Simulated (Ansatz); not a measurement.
Space group Fm-3m (No. 225). a = 6.365 Å, b = 6.365 Å, c = 6.365 Å, α = 90.00°, β = 90.00°, γ = 90.00°
```tsv
atom	site	symmetry	x	y	z
Mg	8c	-43m	0.2500	0.7500	0.7500
Si	4a	m-3m	0.0000	0.0000	0.0000
```

Equation of state of this Mg2Si structure (not necessarily the ground state), with shape and atoms relaxed at each volume where symmetry leaves them free. Method: DFT PBE, scalar-relativistic, plane waves, PAW in Ansatz.

Settings: cutoff 420 eV, Γ-centred mesh 10×10×10 on the computed 3-atom cell, Gaussian smearing of 0.01 eV; no spin polarisation.

```
V (Å³/atom) E − E(largest V) (meV/atom) P (GPa) gap on mesh (eV)
     18.910                        33.65     8.92              0.05
     19.555                         3.45     6.16              0.10
     20.199                       -16.43     3.78              0.14
     20.844                       -27.45     1.75              0.18
     21.489                       -30.87     0.00              0.22
     22.133                       -27.75    -1.51              0.25
     22.778                       -19.02    -2.80              0.28
     23.637                         0.00    -4.24              0.27
```

Question: Fit a third-order Birch–Murnaghan equation to E(V).

Answer: V0 = 21.49 Å³/atom, B0 = 54 GPa, B0' = 4.0.